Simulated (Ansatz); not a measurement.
Al under changes of volume

One of the cells (16.603 Å³/atom); the others are scaled copies at fixed shape and fractional positions:

```
Al
1.0
     0.00000    2.02481    2.02481
     2.02481    0.00000    2.02481
     2.02481    2.02481    0.00000
Al
1
Direct
  0.00000 0.00000 0.00000
```

| Item | Value |
| --- | --- |
| Program | Ansatz 0.2.0 |
| Functional | PBEsol |
| Dispersion | D4 |
| Potentials or basis | Ansatz PAW |
| Cutoff | 420 eV (not typed: the program's choice for these potentials) |
| k mesh | 11 × 11 × 11 |
| Occupations | fermi-dirac, width 0.05 eV |
| Spin | no spin polarisation |

| volume (Å³/atom) | energy over the lowest point (meV/atom) | pressure (GPa) |
| --- | --- | --- |
| 15.607 | 0.77 | 1.3 |
| 15.939 | 0.00 | -0.5 |
| 16.271 | 2.93 | -2.2 |
| 16.603 | ? | ? |
| 16.935 | 18.41 | -5.1 |
| 17.267 | 30.28 | -6.3 |
| 17.599 | 44.52 | -7.4 |

Task: What does the run at 16.603 Å³/atom give?

Result: Energy over the lowest point 9.18 meV/atom; pressure -3.8 GPa.

Worked out: A Birch-Murnaghan fit of order 3 (a polynomial in V^(-2/3)) to the other rows has its minimum at 15.84 Å³/atom with B0 = V·E''(V) = 88 GPa and B' = 4.4. It gives 9.19 meV/atom at 16.603 Å³/atom, against the run's 9.18, and -dE/dV = -3.8 GPa, against -3.8.

Energies are extrapolated to zero smearing.

Caveats: pairwise dispersion overbinds metals, which lowers pressure and volume; the PAW data sets come from PBE, with cores solved anew for the run's functional, which leaves a small shift of forces and pressure.
